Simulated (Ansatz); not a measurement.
# Ga2O3: the cost of one run

Method: DFT PBEsol, scalar-relativistic, plane waves, PAW, in Ansatz 0.2.0.

4 further runs of the same task are left out: 4 set aside as unsound or not needed. Runs told in other sessions of the task aren't counted.

## Step 1: The structure to begin with

The cell holds 40 atoms (CdGa15O24): a = 7.541 Å, b = 7.654 Å, c = 8.421 Å, α = 72.48°, β = 75.38°, γ = 67.31°.

The coordinates of this cell stand in the input of its own run.

The host was relaxed before at PBEsol: a = 12.277 Å, b = 3.047 Å, c = 5.811 Å, α = 90.00°, β = 103.71°, γ = 90.00° (conventional cell), 10.560 Å³/atom.

Places, in fractions of the supercell: Cd in place of Ga at (0.651, 0.666, 0.663). The start keeps the symmetry of the ideal site.

## Step 2: Band edges of the host over the zone

input.yaml

```yaml
crystal:
  lattice:
    - [6.1387136056, -1.5236597458, 0.0036362686]
    - [6.1387136056, 1.5236597458, 0.0036362686]
    - [-1.3804413936, 0.0, 5.6441528134]
  atoms:
    - { symbol: Ga, position: [0.3412681378, 0.3412681378, 0.6854239181] }
    - { symbol: Ga, position: [0.6587318622, 0.6587318622, 0.3145760819] }
    - { symbol: Ga, position: [0.9094817609, 0.9094817609, 0.2046052577] }
    - { symbol: Ga, position: [0.0905182391, 0.0905182391, 0.7953947423] }
    - { symbol: O, position: [0.5037661201, 0.5037661201, 0.7440673647] }
    - { symbol: O, position: [0.4962338799, 0.4962338799, 0.2559326353] }
    - { symbol: O, position: [0.826778932, 0.826778932, 0.4372302488] }
    - { symbol: O, position: [0.173221068, 0.173221068, 0.5627697512] }
    - { symbol: O, position: [0.1652737762, 0.1652737762, 0.1095892123] }
    - { symbol: O, position: [0.8347262238, 0.8347262238, 0.8904107877] }
basis:
  ecutwfc: 420
  xc_grid: 2
kpoints:
  mp_grid: { grid: [8, 8, 4] }
  band_path: { path: [VBM, CBM], npoints: 2 }
hamiltonian:
  xc: pbesol
scf:
  occupations: { method: gaussian, width: 0.02 }
output:
  forces: true
  stress: true
  eigenvalues: true
```

Run with:

```console
$ ansatz run input.yaml --threads 8 --pin off --max-ram 16384MiB --backend cpu --events-out ev --progress --plain --runs-dir out
```

**Question.** How long does this run take on 8 threads of Arm Neoverse V2, shared host, and how much memory does it need?

About 9.9 s, with a peak of 0.76 GiB.
